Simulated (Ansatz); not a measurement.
# Charge transition levels of the H interstitial in WS2, term by term

Theory: Ansatz 0.2.0, DFT PBE+D3(BJ), scalar-relativistic, plane waves, PAW. Settings: 420 eV cutoff, 3×3×2 k-mesh, shifted by half a step, Gaussian smearing of 0.01 eV, collinear spin in charge 0 alone.

Host crystal, relaxed:

```
CELL_PARAMETERS angstrom
3.15411 0.00000 0.00000
-1.57705 2.73154 0.00000
0.00000 0.00000 12.14450
ATOMIC_POSITIONS crystal
W 0.33333 0.66667 0.75000
W 0.66667 0.33333 0.25000
S 0.33333 0.66667 0.12033
S 0.66667 0.33333 0.62033
S 0.33333 0.66667 0.37967
S 0.66667 0.33333 0.87967
```

The H interstitial was set at (0.000, 0.000, 0.192) of the host cell, in a supercell of 24 sites (419 Å³), relaxed at fixed cell in each charge q, from a start with the atoms near it displaced at random. In charges +1, 0, -1 some atom moved by up to 0.7 Å, so the relaxed defect can differ in kind from the start: near the site, 3 W at 1.95 Å, 3 S at 2.02 Å became 3 W at 1.85 Å (charge +1); 3 W at 1.89 Å, 6 S at 2.43 Å (charge 0); 2 W at 1.96 Å, 1 W at 1.97 Å, 2 S at 2.39 Å, 4 S at 2.42 Å (charge -1). The host's Kohn–Sham gap is 0.88 eV and its static dielectric constant 11.7 (mean). For each charge: the supercell's free energy over the neutral one with q electrons exchanged at the valence band top, F(q) − F(0) + qE_v; the image-charge term; and the term that aligns the potential far from the defect with the host's.

Spin-orbit coupling is left out, which matters for the bands and energies of heavy elements.

```tsv
q	F(q) − F(0) + qE_v (eV)	image charge (eV)	alignment (eV)
+1	-0.617	0.096	0.070
0	0.000	0.000	0.000
-1	0.956	0.096	-0.194
```

Task: Add the terms and find the levels between neighbouring charges, ε(q/q′) = [A(q′) − A(q)]/(q − q′), with and without the two corrections.

Result: A(q): -0.450 eV for +1, 0.000 eV for 0, 0.858 eV for -1.
| level | corrected (eV over E_v) | uncorrected (eV) |
| --- | --- | --- |
| (+1/0) | 0.45 | 0.62 |
| (0/-1) | 0.86 | 0.96 |

As a check, a point charge in a simple cubic cell of this volume has q²αe²/(2εL) = 0.234 q² eV (e² = 14.40 eV Å, α = 2.837, L = 7.48 Å); the shape of the real cell and the anisotropy of ε can change it somewhat. The term grows as q², so it pushes donor levels down and acceptor levels up. The program doubts the alignment for q = +1, so levels beside it are uncertain by about that term.

Task: Which of these charges is lowest with the Fermi level at the valence band top, at mid-gap and at the conduction band bottom?

Result: The line A(q) + qE_F that lies lowest gives the charge: +1 at E_F = 0.00 eV, +1 at E_F = 0.44 eV, -1 at E_F = 0.88 eV. In charge 0, -1 the cell has partly filled levels, from a carrier spread over the host's bands, a defect level that the small cell broadens into a band, or a degenerate defect level, so the levels beside it are doubtful. Charges beyond those computed could lie lower near the band edges.

Task: The neutral defect forms at 1.60 eV with atoms taken from and returned to the elements. What are the formation energies at those three Fermi levels, and what share of sites would hold the defect at 1200 K with E_F at mid-gap, if the host still stood at that temperature?

Result: E_f = E_f(0) + A(q) + qE_F = 1.15, 1.59, 1.58 eV. In the dilute limit the share is exp(−E_f/k_BT) = exp(−1.594/0.1034) = 2.0×10⁻⁷, leaving out degeneracy and vibrational entropy. This is the H-rich limit; a poorer supply of H, or a competing compound of it, raises E_f. The small cell and the narrow Kohn–Sham gap leave errors of tenths of an eV or more, which change the share by orders of magnitude.